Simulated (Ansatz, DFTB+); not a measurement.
**C3H6O2: which of these isomers lies lowest?**

4 of its isomers, all singlets with charge 0: A = propionic acid `CCC(=O)O`; B = methoxyacetaldehyde `COCC=O`; C = ethyl formate `CCOC=O`; D = methyl acetate `COC(C)=O`.

Shapes, held fixed at every level: PBE0-D4/def2-TZVP. Flexible molecules stand in one conformer, not always the lowest. Programs: Ansatz 0.2.0, DFTB+ 25.1.

Electronic energies in kJ/mol, without zero-point or thermal terms.

Problem. From chemical knowledge, estimate the order of stability.

Solution. A < D < C < B in rising energy, over a span of 172 kJ/mol, by CCSD(T)/CBS estimate. All levels agree on that. The B − A difference spans +165.5 to +180.7 kJ/mol over the levels. The CBS estimate extrapolates MP2 from def2-TZVPP and def2-QZVPP and adds CCSD(T) − MP2 in the triple-zeta set, cores frozen.

```csv
level,kind,B − A,C − A,D − A
DFTB1,semi-empirical,+165.5,+90.8,+58.1
r2SCAN-D4/def2-TZVPP,meta-GGA,+180.7,+61.2,+41.7
B3LYP-D4/def2-TZVPP,global hybrid,+167.3,+56.4,+38.4
PBE0-D4/def2-TZVPP,global hybrid,+178.0,+63.8,+44.8
wB97M-V/def2-TZVPP,range-separated hybrid,+174.1,+62.7,+43.7
MP2/def2-TZVPP,perturbation theory,+179.7,+63.1,+46.9
CCSD/def2-TZVPP,coupled cluster or CI,+169.0,+61.0,+43.6
CCSD(T)/CBS estimate,coupled cluster or CI,+172.0,+61.4,+44.4
```
